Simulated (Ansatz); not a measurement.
Space group P-3m1 (No. 164). a = 3.095 Å, b = 3.095 Å, c = 4.921 Å, α = 90.00°, β = 90.00°, γ = 120.00°
```json
{"atom": "Ta", "site": "2d", "symmetry": "3m.", "x": "0.3333", "y": "0.6667", "z": "0.2529"}
{"atom": "C", "site": "1a", "symmetry": "-3m.", "x": "0.0000", "y": "0.0000", "z": "0.0000"}
```

Equation of state of this Ta₂C structure (not necessarily the ground state), with shape and atoms relaxed at each volume where symmetry leaves them free. It has no gap at any of these volumes. These are results of DFT PBEsol, scalar-relativistic, plane waves, PAW in Ansatz, not measurements.

Plane waves to 420 eV, a k mesh through Γ of 18×18×8 on the computed 3-atom cell and Gaussian smearing (0.10 eV); no spin polarisation.

| V (Å³/atom) | E − E(largest V) (meV/atom) | P (GPa) |
| --- | --- | --- |
| 11.977 | 110.13 | 45.30 |
| 12.386 | 12.98 | 31.24 |
| 12.794 | -50.84 | 19.15 |
| 13.202 | -86.09 | 8.81 |
| 13.611 | -96.99 | -0.01 |
| 14.019 | -87.14 | -7.53 |
| 14.427 | -59.62 | -13.92 |
| 14.972 | 0.00 | -20.93 |

**Question.** Fit a third-order Birch–Murnaghan equation to E(V).

**Answer.** V0 = 13.61 Å³/atom, B0 = 270 GPa, B0' = 4.3.

Spin-orbit coupling is left out, which matters for the bands of heavy elements.